## A metal with a separation at every listed point

Row 5 of the table looks wrong. It places two levels of CoSi₂ "over" the Fermi energy, the energy that divides mostly filled from mostly empty states, but by only 0.050 eV. That equals the width over which the calculation smears the filling, so each of these states is still about 27 % occupied. Row 6 repeats the pair for the other spin; every other listed level lies at least 0.3 eV from the Fermi energy. This pair gives a clue to how the crystal comes to be a metal.

Quantum ESPRESSO 7.5, plane-wave DFT with the PBE functional and SSSP 1.3 efficiency pseudopotentials, for CoSi₂ (Fm-3m, 3-atom cell) at fixed geometry. Collinear spins without spin-orbit coupling, 9×9×9 k mesh, Fermi-Dirac smearing of 0.05 eV, wavefunction cutoff 748.313 eV. Levels are given relative to the Fermi energy.

| row | level point (row) | level under 4 (eV) | level under 3 (eV) | level under 2 (eV) | level under 1 (eV) | level over 1 (eV) | level over 2 (eV) | level spin |
| --- | --- | --- | --- | --- | --- | --- | --- | --- |
| 1 | 1 | -4.056 | -4.056 | -1.882 | -1.882 | 0.776 | 3.454 | up |
| 2 | 1 | -4.056 | -4.056 | -1.882 | -1.882 | 0.776 | 3.454 | down |
| 3 | 2 | -1.674 | -1.674 | -0.316 | -0.316 | 2.715 | 3.481 | up |
| 4 | 2 | -1.674 | -1.674 | -0.316 | -0.316 | 2.715 | 3.481 | down |
| 5 | 3 | -3.990 | -3.990 | -2.968 | -1.651 | 0.050 | 0.050 | up |
| 6 | 3 | -3.990 | -3.990 | -2.968 | -1.651 | 0.050 | 0.050 | down |
| 7 | 4 | -1.454 | -1.247 | -1.111 | -1.111 | 1.567 | 3.067 | up |
| 8 | 4 | -1.454 | -1.246 | -1.111 | -1.111 | 1.567 | 3.067 | down |

The columns "level under 1" and "level over 1" hold the levels nearest to the Fermi energy from below and above; higher numbers lie farther away. Each point stands for one wave vector k, which fixes how the phase of an electron wave changes from cell to cell. Point 1 is Γ, where the phase is the same in every cell. Point 2 lies most of the way from Γ to L, a point on the zone boundary, while points 3 and 4 lie 4/9 and 2/3 of the way from Γ to X, another boundary point. The rows come in twos because both spins are printed, and the two spins agree: the run started with a magnetic moment on cobalt and lost it.

### Why a separation is not a gap

At each of the four points the nearest levels below and above the Fermi energy are 1.7 to 3.0 eV apart. Even taken together, the points leave an empty window of 0.37 eV, from −0.316 eV at point 2 to 0.050 eV at point 3. A plot of these levels alone could pass for that of a semiconductor.

The electron count rules this out. The calculation treats 17 electrons of cobalt and 4 of each silicon, 25 in all, which makes 12.5 for each spin when there is no moment. If every band were either full or empty, each spin would hold a whole number of electrons per cell. At least one band must therefore be partly filled, which means that it crosses the Fermi energy somewhere among the wave vectors that the table does not list.

The same count serves for a neighbouring compound. In a band calculation without a moment, an odd number of electrons per cell forces a metal. An even number allows a gap but does not promise one.

### Which levels cross

Symmetry helps to find the crossing. The line from Γ to X is a fourfold axis of the crystal, and on it two levels can share one energy if their orbitals turn into each other under a quarter turn. Such pairs stand in row 5 at −3.990 and 0.050 eV, and in row 7 at −1.111 eV. Two pairs of this kind have the same symmetry, so they repel each other and keep their order along the line.

The simplest connection takes the upper pair of row 5 down to the pair of row 7, a fall of 1.16 eV. In a rival connection the lower pair rises to −1.111 eV, and the upper pair must then climb to at least 3.067 eV. Both would have to move by about 3 eV over two ninths of the line. Yet the lower pair lies within 0.07 eV of a level at Γ, which suggests a nearly flat band. The falling pair is thus a likely carrier of the metallic state, perhaps not the only one, though this rests on smoothness and not on a band followed step by step.

The place of the crossing follows from a straight line through the two pair energies. The pair falls by 1.161 eV over 2/9 of the way from Γ to X, or 5.2 eV per full length. To lose its last 0.050 eV it needs 0.050/5.2 ≈ 0.01 of that length. The crossing then lies at 0.444 + 0.01 ≈ 0.45 of the way, just beyond point 3. Both rows were used to draw the line, so this is an interpolation and not a test.

The estimate also shows what can be trusted in row 5. If a change of settings moved the pair by 0.05 eV, its occupation would change strongly, but the crossing would shift by only about a hundredth of the line. Spin-orbit coupling, which this calculation leaves out, could split the pair by a comparable amount. The single crossing would then become two, close together.

### Where the simple line fails

The same line can be tested by following it back to Γ, which played no part in drawing it. It predicts the pair at about 2.4 eV there; a curve that changes with the square of k gives about 1.0 eV. Row 1 contradicts both, again for a reason of symmetry.

At Γ the full cubic symmetry holds, and a pair from the line to X can end only in a set of three equal levels. Between −4.056 and 3.454 eV, row 1 has only a pair at −1.882 eV and a single level at 0.776 eV. That pair is of a different kind and must split on the way to X. The two outer energies could each belong to a set of three, because the table's window may cut through such a set.

If the partly filled pair keeps rising towards Γ, it must therefore reach at least 3.454 eV. The straight line falls short of this by at least 1.1 eV and the curve by at least 2.5 eV. In that case the band must be steeper, on average, between Γ and point 3 than between points 3 and 4. A plausible cause is that cobalt d and silicon p orbitals mix to a degree that changes along the line, but the energies alone cannot confirm it. The printed output after this section gives both extrapolations and the alternative connection.

What remains open is the path of the pair between Γ and point 3. A turn down to −4.056 eV or lower is unlikely, because the pairs keep their order: the lower pair, which seems to end at −4.056 eV, would then have to end in a still lower set of three. Levels at closely spaced points on this stretch, each labelled by its symmetry, would show whether the upper pair does climb all the way.

Printed output of the fit:

```
Local separation across the Fermi energy in eV:
  row  point  separation
    1      1       2.658
    2      1       2.658
    3      2       3.031
    4      2       3.031
    5      3       1.701
    6      3       1.701
    7      4       2.678
    8      4       2.678
Empty window common to the four points in eV: 0.366
Electrons per spin in the cell: 12.5
Largest difference of the spin copies in the third column under in eV: 0.001
Fall of the pair from point 3 to point 4 in eV: 1.161
Rival connection, rise of the lower pair in eV: 2.879
Rival connection, least rise of the upper pair in eV: 3.017
Lower pair at point 3 less lowest listed level at Gamma in eV: 0.066
Mean fall between points 3 and 4 in eV per full Gamma-X length: 5.225
Crossing of the Fermi energy by a straight line, fraction of Gamma-X: 0.454
Straight line carried back to Gamma in eV: 2.372
Curve in k squared carried back to Gamma in eV: 0.9788
Least miss of the straight line if the pair rises to Gamma in eV: 1.082
Least miss of the curve in k squared if the pair rises to Gamma in eV: 2.475
Least rise of the pair from point 3 to Gamma in eV: 3.404
Least fall of the pair from point 3 to Gamma, the other way, in eV: 4.106
Least mean slope between Gamma and point 3 in eV per full Gamma-X length: 7.659
Occupation of each state of the pair at point 3: 0.2689
```
